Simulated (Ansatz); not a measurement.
Runs of Ansatz 0.2.0 on Ga. The structure is tetragonal, space group I4/mmm (No. 139). Conventional cell: a = 2.769 Å, b = 2.769 Å, c = 4.622 Å, α = 90.00°, β = 90.00°, γ = 90.00°. Around Ga (site symmetry 4/mmm) lie 12 Ga at 2.77 to 3.03 Å. This isn't the form of Ga at room conditions, which is orthorhombic.

| task | level | spin | k mesh | cutoff (eV) | atoms under strain | points for each segment of the path | gap on the mesh (eV) | pressure (GPa) | V0 of scaled cells (Å³/atom) | B0 (GPa) |
| --- | --- | --- | --- | --- | --- | --- | --- | --- | --- | --- |
| equation of state | LDA | off | 13 × 13 × 13 | 420 | - | - | - | - | (a) | 68 |
| elastic constants | PBEsol | off | 12 × 12 × 12 | 420 | clamped | - | none | 0.0 | - | - |
| equation of state | r2SCAN | off | 13 × 13 × 13 | 500 | - | - | - | - | 17.78 | (b) |
| band structure | PBEsol | SOC, no magnetisation | 13 × 13 × 13 | 420 | - | 14 | none | -0.3 | - | - |

Alike in all rows: potentials or basis Ansatz PAW; cell as given; smearing fermi-dirac 0.05 eV.

Estimate the missing entries.

(a) 17.03; (b) 62.

Caveats: the cell was scaled at fixed shape and fractional positions, which overstates the stiffness of a crystal with free parameters, most of all of layers and chains (some runs); the PAW data sets come from PBE, with cores solved anew for the run's functional, which leaves a small shift of forces and pressure (some runs); the elastic tensor has a negative eigenvalue, so either the cell is unstable as it stands or the mesh is too thin (some runs); the PAW data sets were made with another functional, which shifts forces and pressure a little (some runs).

A k mesh can miss the band edges, and rows without SOC leave out spin-orbit coupling on Ga.

A gap of «none» marks a metal or a gap under the smearing width.
